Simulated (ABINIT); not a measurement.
# Si (P6_3/mmc) in ABINIT: a series of runs, part 2 of 2

ABINIT 10.8.3 (patched build).

## Step 3: G0W0 quasiparticle levels, LDA

run.abi reads:

```
# Datasets
ndtset 4

# Pseudopotentials
pp_dirpath "./"
pseudos "Si.upf"

# Structure
acell 3.8313174605 3.8313174606 6.3326220002 Angstrom
rprim
     1.0000000000     0.0000000000     0.0000000000
    -0.5000000000     0.8660254038     0.0000000000
     0.0000000000     0.0000000000     1.0000000000
ntypat 1
znucl 14
natom 4
typat 1 1 1 1
xred
            2/3            1/3   0.9369905000
            1/3            2/3   0.4369905000
            2/3            1/3   0.5630095000
            1/3            2/3   0.0630095000

# Plane-wave basis
ecut 12.0

# k points
kptopt 1
ngkpt 5 5 2
nshiftk 1
shiftk 0.0 0.0 0.0
istwfk *1

# Exchange and correlation
ixc 7

# Bands and occupations
occopt 1

# SCF cycle
nstep 80
diemac 6.0

# Output
iomode 3
prteig 0
prtebands 0

# Dataset 1: ground state
nband1 8
tolvrs1 1.0e-12
prtden1 1
prtwf1 0

# Dataset 2: empty bands at fixed density
iscf2 -2
getden2 1
nband2 124
nbdbuf2 10
tolwfr2 1.0e-12
nstep2 120
prtden2 0

# Dataset 3: screening
optdriver3 3
getwfk3 2
nband3 114
ecuteps3 6.0
ecutwfn3 12.0
inclvkb3 2
gwcalctyp3 2
nfreqim3 4
nfreqre3 16
freqremax3 30.0 eV

# Dataset 4: self-energy
optdriver4 4
getwfk4 2
nband4 114
ecuteps4 6.0
ecutsigx4 12.0
ecutwfn4 12.0
symsigma4 1
getscr4 3
gwcalctyp4 2
gw_qprange4 0
```

Potentials or basis: PseudoDojo NC SR LDA v0.4 stringent.

On the command line:

```sh
> abinit run.abi > log 2>&1
```

run.abo:

```text
.Version 10.8.3 of ABINIT
 DATASET    1 : space group P6_3/m m c (#194); Bravais hP (primitive hexag.)
================================================================================
 Values of the parameters that define the memory need for DATASET  1.
     intxc =       0    ionmov =       0      iscf =       7    lmnmax =       6
     lnmax =       6     mgfft =      40  mpssoang =       3    mqgrid =    3001
     natom =       4  nloc_mem =       1    nspden =       1   nspinor =       1
    nsppol =       1      nsym =      24    n1xccc =    2501    ntypat =       1
    occopt =       1   xclevel =       1
       mpw =        1099          nfft =       23040          nkpt =          10
================================================================================
================================================================================
[... 25 lines left out ...]
 DATASET    4 : space group P6_3/m m c (#194); Bravais hP (primitive hexag.)
================================================================================
 Values of the parameters that define the memory need for DATASET  4.
     intxc =       0    ionmov =       0      iscf =       7    lmnmax =       6
     lnmax =       6     mgfft =      40  mpssoang =       3    mqgrid =    3001
     natom =       4  nloc_mem =       1    nspden =       1   nspinor =       1
    nsppol =       1      nsym =      24    n1xccc =    2501    ntypat =       1
    occopt =       1   xclevel =       1
       mpw =        1099          nfft =       23040          nkpt =          10
================================================================================
================================================================================

--------------------------------------------------------------------------------
------------- Echo of variables that govern the present computation ------------
--------------------------------------------------------------------------------
 -outvars: echo values of preprocessed input variables --------
            acell      7.2401407018E+00  7.2401407019E+00  1.1966921239E+01 Bohr
              amu      2.80855000E+01
           diemac      6.00000000E+00
             ecut      1.20000000E+01 Hartree
          ecuteps1     0.00000000E+00 Hartree
          ecuteps2     0.00000000E+00 Hartree
          ecuteps3     6.00000000E+00 Hartree
          ecuteps4     6.00000000E+00 Hartree
         ecutsigx1     0.00000000E+00 Hartree
         ecutsigx2     0.00000000E+00 Hartree
         ecutsigx3     0.00000000E+00 Hartree
[... 708 lines left out ...]
        9   0.000   0.000   0.000   0.000   0.000   0.000   0.000   0.000   0.000
...

--- !SelfEnergy_ee
iteration_state: {dtset: 4, }
kpoint     : [   0.400,    0.000,    0.000, ]
spin       : 1
KS_gap     :    1.783
QP_gap     :    2.448
Delta_QP_KS:    0.666
data: !SigmaeeData |
     Band     E0 <VxcDFT>   SigX SigC(E0)      Z dSigC/dE  Sig(E)    E-E0       E
        8   3.571 -11.000 -13.097   1.430   0.748  -0.337 -11.499  -0.500   3.071
        8   0.000   0.000   0.000   0.000   0.000   0.000   0.000   0.000   0.000
        9   5.354  -9.222  -5.385  -3.623   0.774  -0.291  -9.056   0.166   5.519
        9   0.000   0.000   0.000  -0.000   0.000   0.000  -0.000  -0.000  -0.000
...

== END DATASET(S) ==============================================================
================================================================================

 -outvars: echo values of variables after computation  --------
            acell      7.2401407018E+00  7.2401407019E+00  1.1966921239E+01 Bohr
           etotal1    -1.7046212609E+01
           etotal3     0.0000000000E+00
           etotal4     0.0000000000E+00
            fcart1    -7.4381019211E-29 -4.2943901464E-29  1.2451194735E-03
                       7.4381019211E-29  4.2943901464E-29  1.2451194735E-03
                       7.4381019211E-29  4.2943901464E-29 -1.2451194735E-03
                      -7.4381019211E-29 -4.2943901464E-29 -1.2451194735E-03
            fcart3     0.0000000000E+00  0.0000000000E+00  0.0000000000E+00
                       0.0000000000E+00  0.0000000000E+00  0.0000000000E+00
                       0.0000000000E+00  0.0000000000E+00  0.0000000000E+00
                       0.0000000000E+00  0.0000000000E+00  0.0000000000E+00
            fcart4     0.0000000000E+00  0.0000000000E+00  0.0000000000E+00
                       0.0000000000E+00  0.0000000000E+00  0.0000000000E+00
                       0.0000000000E+00  0.0000000000E+00  0.0000000000E+00
                       0.0000000000E+00  0.0000000000E+00  0.0000000000E+00
            rprim      1.0000000000E+00  0.0000000000E+00  0.0000000000E+00
                      -5.0000000000E-01  8.6602540380E-01  0.0000000000E+00
                       0.0000000000E+00  0.0000000000E+00  1.0000000000E+00
           strten1     7.3481599390E-05  7.3481599256E-05  8.8991350816E-05
                       0.0000000000E+00  0.0000000000E+00  2.2903304397E-14
           strten3     0.0000000000E+00  0.0000000000E+00  0.0000000000E+00
                       0.0000000000E+00  0.0000000000E+00  0.0000000000E+00
           strten4     0.0000000000E+00  0.0000000000E+00  0.0000000000E+00
                       0.0000000000E+00  0.0000000000E+00  0.0000000000E+00
           xangst      1.9156587302E+00  1.1060060836E+00  5.9336066543E+00
                      -3.3332682859E-11  2.2120121673E+00  2.7672956542E+00
                       1.9156587302E+00  1.1060060836E+00  3.5653263460E+00
                      -3.3332682859E-11  2.2120121673E+00  3.9901534592E-01
             xred      6.6666666667E-01  3.3333333333E-01  9.3699050000E-01
                       3.3333333333E-01  6.6666666667E-01  4.3699050000E-01
                       6.6666666667E-01  3.3333333333E-01  5.6300950000E-01
                       3.3333333333E-01  6.6666666667E-01  6.3009500000E-02
 Calculation completed.
```

Wall time 18 min (1 thread of Intel Xeon Platinum 8488C (Sapphire Rapids), shared host); peak memory 0.72 GiB.

What came out:

- Band gap on the k mesh, mean-field level: 0.44 eV, indirect (least direct gap 0.92 eV)
- Quasiparticle gap: 1.09 eV
- Least direct quasiparticle gap: 1.58 eV

Quasiparticle levels (energies in eV):
```
              k  band   e ks      vxc  sigma x  sigma c      z   e qp  e qp imag
[0.0, 0.0, 0.0]     7  4.911  -11.343  -12.906    0.929  0.758   4.43          0
[0.0, 0.0, 0.0]     8  4.911  -11.343  -12.906    0.929  0.758   4.43          0
[0.0, 0.0, 0.0]     9  5.827  -10.106   -6.075   -3.788  0.766  6.013          0
[0.4, 0.0, 0.0]     8  3.571      -11  -13.097     1.43  0.748  3.071          0
[0.4, 0.0, 0.0]     9  5.354   -9.222   -5.385   -3.623  0.774  5.519         -0
```

Caveat: the k mesh is coarse (spacing up to 0.50 Å⁻¹), so the values aren't converged; the k mesh is coarse for a many-body step; the sums over empty bands aren't extrapolated, so the gap can lie some tenths of an eV under the converged one, most of all in nitrides and oxides; an odd mesh through Γ misses points on the zone boundary, where band edges often lie.
